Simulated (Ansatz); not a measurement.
# Pb: the cost of one run

Computed with Ansatz 0.2.0 (DFT PBE, scalar-relativistic, plane waves, PAW, unless a step's input says otherwise).

## 1. The system as given

It takes space group P6_3/mmc (No. 194, hexagonal). Conventional cell: a = 3.998 Å, b = 3.998 Å, c = 6.599 Å, α = 90.00°, β = 90.00°, γ = 120.00°. Ge (site symmetry 3m) has 4 Ge at 2.45 to 2.47 Å as nearest neighbours.

Structure file:

```cif
data_structure
_symmetry_space_group_name_H-M 'P6_3/mmc'
_symmetry_Int_Tables_number 194
_cell_length_a 3.9976
_cell_length_b 3.9976
_cell_length_c 6.5994
_cell_angle_alpha 90.000
_cell_angle_beta 90.000
_cell_angle_gamma 120.000
_cell_volume 91.33
loop_
_atom_site_label
_atom_site_type_symbol
_atom_site_symmetry_multiplicity
_atom_site_Wyckoff_symbol
_atom_site_fract_x
_atom_site_fract_y
_atom_site_fract_z
_atom_site_occupancy
Ge1 Ge 4 f 0.66667 0.33333 0.06290 1
```

The structure comes from the Materials Project (structure only).

## 2. Substitution of an element, cell strained: Ge → Pb, first probe

The change: Pb takes all sites of Ge, and lengths are scaled by 1.130 as a first guess of the size; strain xx, yy, zz, yz, xz, xy = -1.7, -1.7, -1.7, +0.0, +0.0, +0.0 %.

File input.yaml:

```yaml
crystal:
  lattice:
    - [4.4392587152, 0.0, 0.0]
    - [-2.2196293577, 3.8445108214, 0.0]
    - [0.0, 0.0, 7.3285095629]
  atoms:
    - { symbol: Pb, position: [0.66666667, 0.33333333, 0.06290125] }
    - { symbol: Pb, position: [0.33333333, 0.66666667, 0.56290125] }
    - { symbol: Pb, position: [0.66666667, 0.33333333, 0.43709875] }
    - { symbol: Pb, position: [0.33333333, 0.66666667, 0.93709875] }
basis:
  ecutwfc: 420
kpoints:
  mp_grid: { grid: [6, 6, 4] }
hamiltonian:
  xc: pbe
scf:
  occupations: { method: gaussian, width: 0.1 }
output:
  forces: true
  stress: true
  eigenvalues: true
```

On the command line:

```
ansatz run input.yaml --threads 1 --pin off --max-ram 1331MiB --backend cpu --events-out ev --progress --plain --runs-dir out
```

**Question.** How long does this run take on 1 thread of an Arm CPU, shared host, and how much memory does it need?

About 6.7 s, with a peak of 0.37 GiB.
